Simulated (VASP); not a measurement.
Crystal: W.

```
W
1.0
     0.00000    2.03000    2.03000
     2.03000    0.00000    2.03000
     2.03000    2.03000    0.00000
W
1
Cartesian
  0.0000 0.0000 0.0000
```

This isn't the form of W at room conditions, which is bcc.

| Quantity | Value |
| --- | --- |
| Program | VASP 6.6.1 |
| Task | relaxation of cell and atoms |
| Functional | PBE |
| Potentials or basis | VASP PAW PBE potentials, release 64 (W_sv) |
| Cutoff | 600 eV |
| k mesh | 11 × 11 × 11 |
| Occupations | fermi-dirac, width 0.05 eV |
| Spin | no spin polarisation |

At the start: pressure -4.4 GPa; volume 16.73 Å³/atom.

Q: Where does the relaxation end?

A: Over 4 steps the energy falls by 3.6 meV/atom and the volume is 16.47 Å³/atom (-1.5 %); space group Fm-3m (No. 225, to 0.05 Å).

The path:
```csv
step,energy change (eV),largest force (eV/Å),pressure (GPa),volume (Å³)
1,0.0000,0.0000,-4.39,16.73
2,0.0383,0.0000,16.97,15.65
3,-0.0036,0.0000,-0.10,16.48
4,-0.0036,0.0000,-0.01,16.47
```

Final structure:
```
CELL_PARAMETERS angstrom
0.00000 2.01957 2.01957
2.01957 0.00000 2.01957
2.01957 2.01957 0.00000
ATOMIC_POSITIONS crystal
W 0.00000 0.00000 0.00000
```
